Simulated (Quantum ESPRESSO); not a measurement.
The system is I.

```
I
1.0
    -1.61746    1.61746    4.26481
     1.61746   -1.61746    4.26481
     1.61746    1.61746   -4.26481
I
1
Cartesian
  0.0000 0.0000 0.0000
```

```yaml
Program: Quantum ESPRESSO 7.5
Task: single point
Functional: PBE
Potentials_or_basis: SSSP 1.3 efficiency PBE
Cutoff: 748 eV
Density_cutoff: 5987 eV
k_mesh: 11 × 11 × 11
Occupations: fermi-dirac, width 0.05 eV
Spin: no spin polarisation
```

On this cell: pressure 0.0 GPa; band gap on the k mesh none (metal or under the smearing width).

The same run follows on a disturbed copy (cell strained at random at fixed volume):

```
I
1.0
    -1.58994    1.63206    4.23669
     1.68421   -1.64020    4.27552
     1.55534    1.60560   -4.23977
I
1
Cartesian
  0.0392 0.0101 -0.0039
```

Task: What changes?

Result: The energy (extrapolated to zero smearing) moves by +0.1 meV/atom; pressure -0.1 GPa; band gap on the k mesh none (metal or under the smearing width).

Stress tensor (GPa, compression positive):
```
-0.14 -0.01 -0.03
-0.01 -0.26  0.00
-0.03  0.00  0.14
```

Caveats: an odd number of electrons without spin polarisation forces a metal; a magnetic or distorted state may lie lower.
